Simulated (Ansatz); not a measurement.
Theory: DFT PBE, scalar-relativistic, plane waves, PAW in Ansatz. Settings: cutoff 420 eV, Γ-centred meshes spaced at most about 0.3 Å⁻¹, and about 0.25 Å⁻¹ or finer for metals (2π included), Gaussian smearing. No spin polarisation.

All energies are static (0 K, no zero-point motion).

Question: Which of these relaxed structures of YZr₂O₂ is the lowest in energy?
A.

Space group P4/mmm (No. 123). a = 3.897 Å, b = 3.897 Å, c = 5.700 Å, α = 90.00°, β = 90.00°, γ = 90.00°
```tsv
atom	site	symmetry	x	y	z
Y	1a	4/mmm	0.0000	0.0000	0.0000
Zr	2e	mmm.	0.5000	0.0000	0.5000
O	2h	4mm	0.5000	0.5000	0.7217
```

B.

Space group P-3m1 (No. 164). a = 3.297 Å, b = 3.297 Å, c = 8.152 Å, α = 90.00°, β = 90.00°, γ = 120.00°
```json
{"atom": "Y", "site": "1a", "symmetry": "-3m.", "x": "0.0000", "y": "0.0000", "z": "0.0000"}
{"atom": "Zr", "site": "2d", "symmetry": "3m.", "x": "0.3333", "y": "0.6667", "z": "0.3419"}
{"atom": "O", "site": "2d", "symmetry": "3m.", "x": "0.3333", "y": "0.6667", "z": "0.8347"}
```

Answer: B. The other, A, lies 0.85 eV/atom higher. Counting O atoms around Y and Zr (those within 1.25 times the shortest such distance or 1.15 times the sum of covalent radii; the shortest distance is added where it is long for a bond): B has Y 6, Zr 3; A has Y 8 from 3.2 Å, Zr 4. Both come from invented guesses.

In P-3m1, P4/mmm an odd number of electrons in the primitive cell allows no gap without spin; a larger cell or a magnetic state could open one. A magnetic state wasn't ruled out in cells without spin, among them P-3m1, P4/mmm. Cells relaxed within their symmetry can be saddle points. Some structure types and database cells were kept out of the candidates from the start, so a known form may be missing.
